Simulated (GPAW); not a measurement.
Crystal: Zn.

```
CELL_PARAMETERS angstrom
-1.56904 1.56904 1.56904
1.56904 -1.56904 1.56904
1.56904 1.56904 -1.56904
ATOMIC_POSITIONS crystal
Zn 0.00000 0.00000 0.00000
```

This isn't the form of Zn at room conditions, which is hcp.

Base run:

| Quantity | Value |
| --- | --- |
| Program | GPAW 26.7.0 |
| Functional | PBEsol |
| Potentials or basis | PAW data sets generated in the run's folder for this functional |
| Cutoff | 600 eV |
| Basis | pw |
| k mesh | 12 × 12 × 12 |
| Occupations | fermi-dirac, width 0.05 eV |
| Spin | no spin polarisation |

Its results: band gap on the k mesh none (metal or under the smearing width); pressure -5.4 GPa.

Problem. The run is repeated on the same cell with these changes: occupations from fermi-dirac, width 0.05 eV to methfessel-paxton, width 0.2 eV; dispersion from none to D3(BJ). What comes out?

Solution. Band gap on the k mesh none (metal or under the smearing width); pressure -9.2 GPa.

Caveats: this smearing can pin the Fermi level at a band edge (some runs); pairwise dispersion overbinds metals, which lowers pressure and volume (some runs).

Not every run made on this cell is shown here.
